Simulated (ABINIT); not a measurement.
# Ge (Cmmm) in ABINIT: a series of runs

The runs below take Ge through single point, with LDA, PBEsol.

All numbers are computed with ABINIT 10.8.3 (patched build); they aren't measurements. Logs are shortened: lines on timing, memory, paths and dates and some standing lists are left out, and cuts for length are marked. The log counts tension as positive stress, the text compression.

## Step 1: Starting point

Symmetry: Cmmm, No. 65, orthorhombic system. The conventional cell has a = 2.794 Å, b = 5.201 Å, c = 2.698 Å, α = 90.00°, β = 90.00°, γ = 90.00°. Ge (site symmetry mmm) is surrounded by 8 Ge at 2.70 to 2.95 Å.

This isn't the form of Ge at room conditions, which is diamond.

## Step 2: Single point, LDA

run.abi reads:

```
# Pseudopotentials
pp_dirpath "./"
pseudos "Ge.upf"

# Structure
acell 5.5786010832 5.5786010832 5.098917611
rprim
     0.4732779645    -0.8809131446     0.0000000000
     0.4732779645     0.8809131446     0.0000000000
     0.0000000000     0.0000000000     1.0000000000
ntypat 1
znucl 32
natom 1
typat 1
xred
     0.5000000000     0.5000000000     0.0000000000
chkprim 0
chksymtnons 0
tolsym 1.0e-6

# Plane-wave basis
ecut 952.398519 eV

# k points
kptopt 1
ngkpt 8 8 8
nshiftk 1
shiftk 0.0 0.0 0.0

# Exchange and correlation
ixc 7

# Bands and occupations
nband 11
occopt 3
tsmear 0.00183747

# SCF cycle
nstep 100
tolvrs 1.0e-10

# Output
iomode 3
prtwf 0
prtden 0
prteig 0
prtebands 0
enunit 2
```

Potentials or basis: PseudoDojo NC SR LDA v0.4.1 standard.

Launch:

```bash
$ abinit run.abi > log 2>&1
```

run.abo:

```text
.Version 10.8.3 of ABINIT
 Symmetries : space group Cm m m (# 65); Bravais oC (1-face-center ortho.)
================================================================================
 Values of the parameters that define the memory need of the present run
     intxc =       0    ionmov =       0      iscf =       7    lmnmax =       6
     lnmax =       6     mgfft =      30  mpssoang =       3    mqgrid =    3001
     natom =       1  nloc_mem =       1    nspden =       1   nspinor =       1
    nsppol =       1      nsym =       8    n1xccc =    2501    ntypat =       1
    occopt =       3   xclevel =       1
       mpw =        1324          nfft =       27000          nkpt =         105
================================================================================
================================================================================

--------------------------------------------------------------------------------
------------- Echo of variables that govern the present computation ------------
--------------------------------------------------------------------------------
 -outvars: echo values of preprocessed input variables --------
            acell      5.5786010832E+00  5.5786010832E+00  5.0989176110E+00 Bohr
              amu      7.26100000E+01
          chkprim           0
      chksymtnons           0
             ecut      3.50000000E+01 Hartree
           enunit           2
                       outvar_i_n : Printing only first  50 k-points.
              ixc           7
                       outvar_i_n : Printing only first  50 k-points.
         kptrlatt        8    0    0      0    8    0      0    0    8
          kptrlen      4.07913409E+01
            natom           1
            nband          11
            ngfft          30      30      30
             nkpt         105
            nstep         100
             nsym           8
           ntypat           1
                       prtocc : prtvol=0, do not print more k-points.
           occopt           3
           prtden           0
        prtebands           0
           prteig           0
            prtwf           0
            rprim      4.7327796450E-01 -8.8091314460E-01  0.0000000000E+00
                       4.7327796450E-01  8.8091314460E-01  0.0000000000E+00
                       0.0000000000E+00  0.0000000000E+00  1.0000000000E+00
          spgroup          65
           tolsym      1.00000000E-06
           tolvrs      1.00000000E-10
           tsmear      1.83747000E-03 Hartree
            typat      1
                       outvars : Printing only first  50 k-points.
           xangst      1.3971489991E+00 -9.0644252445E-17  0.0000000000E+00
            xcart      2.6402289654E+00 -1.7129281201E-16  0.0000000000E+00
             xred      5.0000000000E-01  5.0000000000E-01  0.0000000000E+00
            znucl       32.00000

================================================================================

 chkinp: Checking input parameters for consistency.

================================================================================
== DATASET  1 ==================================================================

--- !DatasetInfo
iteration_state: {dtset: 1, }
dimensions: {natom: 1, nkpt: 105, mband: 11, nsppol: 1, nspinor: 1, nspden: 1, mpw: 1324, }
cutoff_energies: {ecut:  35.0, pawecutdg:  -1.0, }
electrons: {nelect:   1.40000000E+01, charge:   0.00000000E+00, occopt:   3.00000000E+00, tsmear:   1.83747000E-03, }
meta: {optdriver: 0, ionmov: 0, optcell: 0, iscf: 7, paral_kgb: 0, }
...

 Exchange-correlation functional for the present dataset will be:
  LDA: Perdew-Wang 92 LSD fit to Ceperley-Alder data - ixc=7
  J.P.Perdew and Y.Wang, PRB 45, 13244 (1992)

 Real(R)+Recip(G) space primitive vectors, cartesian coordinates (Bohr,Bohr^-1):
 R(1)=  2.6402290 -4.9142630  0.0000000  G(1)=  0.1893775 -0.1017447  0.0000000
 R(2)=  2.6402290  4.9142630  0.0000000  G(2)=  0.1893775  0.1017447  0.0000000
 R(3)=  0.0000000  0.0000000  5.0989176  G(3)=  0.0000000  0.0000000  0.1961201
 Unit cell volume ucvol=  1.3231466E+02 bohr^3
 Angles (23,13,12)=  9.00000000E+01  9.00000000E+01  1.23505425E+02 degrees

 getcut: wavevector=  0.0000  0.0000  0.0000  ngfft=  30  30  30
         ecut(hartree)=     35.000   => boxcut(ratio)=   2.01979

--- Pseudopotential description ------------------------------------------------
- pspini: atom type   1  psp file is ./Ge.upf
12 -1012 2 -1 1524                            pspcod,pspxc,lmax,lloc,mmax
     nproj     2     2     2

   4.24134523E+02                                ecore*ucvol(ha*bohr**3)
--------------------------------------------------------------------------------

================================================================================

--- !BeginCycle
iteration_state: {dtset: 1, }
solver: {iscf: 7, nstep: 100, nline: 4, wfoptalg: 0, }
tolerances: {tolvrs: 1.00E-10, }
...

     iter   Etot(hartree)      deltaE(h)  residm     vres2
 ETOT  1  -89.010890054505    -8.901E+01 7.506E-01 6.430E-01
 ETOT  2  -89.225286248059    -2.144E-01 3.584E-02 6.705E-01
 ETOT  3  -89.225469943516    -1.837E-04 8.289E-03 1.477E-01
 ETOT  4  -89.225520866189    -5.092E-05 2.959E-03 2.314E-04
 ETOT  5  -89.225520918335    -5.215E-08 2.204E-03 1.639E-05
 ETOT  6  -89.225520924496    -6.161E-09 4.906E-04 9.496E-08
 ETOT  7  -89.225520924531    -3.516E-11 3.520E-04 6.073E-10
 ETOT  8  -89.225520924530     1.023E-12 1.092E-04 8.335E-12

 At SCF step    8       vres2   =  8.34E-12 < tolvrs=  1.00E-10 =>converged.

 Cartesian components of stress tensor (hartree/bohr^3)
  sigma(1 1)=  2.03892448E-04  sigma(3 2)=  0.00000000E+00
  sigma(2 2)=  2.92790203E-04  sigma(3 1)=  0.00000000E+00
  sigma(3 3)=  3.44952357E-04  sigma(2 1)=  0.00000000E+00

--- !ResultsGS
iteration_state: {dtset: 1, }
comment   : Summary of ground state results
lattice_vectors:
- [  2.6402290,  -4.9142630,   0.0000000, ]
- [  2.6402290,   4.9142630,   0.0000000, ]
- [  0.0000000,   0.0000000,   5.0989176, ]
lattice_lengths: [   5.57860,    5.57860,    5.09892, ]
lattice_angles: [ 90.000,  90.000, 123.505, ] # degrees, (23, 13, 12)
lattice_volume:   1.3231466E+02
convergence: {deltae:  1.023E-12, res2:  8.335E-12, residm:  1.092E-04, diffor: null, }
etotal    :  -8.92255209E+01
entropy   :   0.00000000E+00
fermie    :   1.81584255E-01
cartesian_stress_tensor: # hartree/bohr^3
- [  2.03892448E-04,   0.00000000E+00,   0.00000000E+00, ]
- [  0.00000000E+00,   2.92790203E-04,   0.00000000E+00, ]
- [  0.00000000E+00,   0.00000000E+00,   3.44952357E-04, ]
pressure_GPa:  -8.2539E+00
xred      :
- [  5.0000E-01,   5.0000E-01,   0.0000E+00, Ge]
cartesian_forces: # hartree/bohr
- [ -0.00000000E+00,  -0.00000000E+00,  -0.00000000E+00, ]
force_length_stats: {min:   0.00000000E+00, max:   0.00000000E+00, mean:   0.00000000E+00, }
...

 Integrated electronic density in atomic spheres:
 ------------------------------------------------
 Atom  Sphere_radius  Integrated_density
    1        2.00000         11.48904678
================================================================================

 ----iterations are completed or convergence reached----

 Mean square residual over all n,k,spin=   27.589E-08; max=  10.924E-05
 reduced coordinates (array xred) for    1 atoms
       0.500000000000      0.500000000000      0.000000000000
 rms dE/dt=  0.0000E+00; max dE/dt=  0.0000E+00; dE/dt below (all hartree)
    1       0.000000000000      0.000000000000      0.000000000000

 cartesian coordinates (angstrom) at end:
    1      1.39714899911546    -0.00000000000000     0.00000000000000

 cartesian forces (hartree/bohr) at end:
    1     -0.00000000000000    -0.00000000000000    -0.00000000000000
 frms,max,avg= 0.0000000E+00 0.0000000E+00   0.000E+00  0.000E+00  0.000E+00 h/b

 cartesian forces (eV/Angstrom) at end:
    1     -0.00000000000000    -0.00000000000000    -0.00000000000000
 frms,max,avg= 0.0000000E+00 0.0000000E+00   0.000E+00  0.000E+00  0.000E+00 e/A
 length scales=  5.578601083200  5.578601083200  5.098917611000 bohr
              =  2.952068559946  2.952068559946  2.698230998183 angstroms
 Fermi (or HOMO) energy (hartree) =   0.18158   Average Vxc (hartree)=  -0.42181
 Eigenvalues (hartree) for nkpt= 105  k points:
 kpt#   1, nband= 11, wtk=  0.00195, kpt=  0.0000  0.0000  0.0000 (reduced coord)
  -0.73191   -0.72875   -0.72689   -0.72399   -0.72313   -0.29226    0.42343    0.43930
   0.49441    0.55607    0.64022
      occupation numbers for kpt#   1
   2.00000    2.00000    2.00000    2.00000    2.00000    2.00000    0.00000    0.00000
   0.00000    0.00000    0.00000
 prteigrs : prtvol=0 or 1, do not print more k-points.

 Fermi (or HOMO) energy (eV) =   4.94116   Average Vxc (eV)= -11.47791
 Eigenvalues (   eV  ) for nkpt= 105  k points:
 kpt#   1, nband= 11, wtk=  0.00195, kpt=  0.0000  0.0000  0.0000 (reduced coord)
 -19.91635  -19.83037  -19.77976  -19.70087  -19.67727   -7.95291   11.52202   11.95406
  13.45364   15.13145   17.42124
 prteigrs : prtvol=0 or 1, do not print more k-points.

--- !EnergyTerms
iteration_state     : {dtset: 1, }
comment             : Components of total free energy in Hartree
kinetic             :  6.69058679856247E+01
hartree             :  2.31410629531881E+01
xc                  : -2.14442989051653E+01
Ewald energy        : -5.49864447024685E+01
psp_core            :  3.20549899862724E+00
local_psp           : -5.97360829181039E+01
non_local_psp       : -4.63110435941474E+01
internal            : -8.92254401824451E+01
'-kT*entropy'       : -8.07420852115920E-05
total_energy        : -8.92255209245303E+01
total_energy_eV     : -2.42795011287625E+03
band_energy         : -7.31482295941085E+00
...

 Cartesian components of stress tensor (hartree/bohr^3)
  sigma(1 1)=  2.03892448E-04  sigma(3 2)=  0.00000000E+00
  sigma(2 2)=  2.92790203E-04  sigma(3 1)=  0.00000000E+00
  sigma(3 3)=  3.44952357E-04  sigma(2 1)=  0.00000000E+00

-Cartesian components of stress tensor (GPa)         [Pressure= -8.2539E+00 GPa]
- sigma(1 1)=  5.99872293E+00  sigma(3 2)=  0.00000000E+00
- sigma(2 2)=  8.61418517E+00  sigma(3 1)=  0.00000000E+00
- sigma(3 3)=  1.01488487E+01  sigma(2 1)=  0.00000000E+00

== END DATASET(S) ==============================================================
================================================================================

 -outvars: echo values of variables after computation  --------
            acell      5.5786010832E+00  5.5786010832E+00  5.0989176110E+00 Bohr
           etotal     -8.9225520925E+01
            fcart     -0.0000000000E+00 -0.0000000000E+00 -0.0000000000E+00
            rprim      4.7327796450E-01 -8.8091314460E-01  0.0000000000E+00
                       4.7327796450E-01  8.8091314460E-01  0.0000000000E+00
                       0.0000000000E+00  0.0000000000E+00  1.0000000000E+00
           strten      2.0389244815E-04  2.9279020284E-04  3.4495235689E-04
                       0.0000000000E+00  0.0000000000E+00  0.0000000000E+00
           xangst      1.3971489991E+00 -9.0644252445E-17  0.0000000000E+00
             xred      5.0000000000E-01  5.0000000000E-01  0.0000000000E+00
 Calculation completed.
```

Run time: 76 s. Hardware: 1 thread of Intel Xeon at 2.50GHz (Skylake/Cascade Lake), shared host; peak memory 0.08 GiB.

What came out:

```yaml
Free_energy: -2427.9501 eV
Band_gap_on_the_k_mesh: none (metal or under the smearing width)
Valence_electrons_inside_the_program's_atomic_spheres: Ge 11.49 (radii [1.0584] Å)
```

Caveat: the cutoff is too short for stress, so the log's stress isn't used.

[end of part 1 of 3]
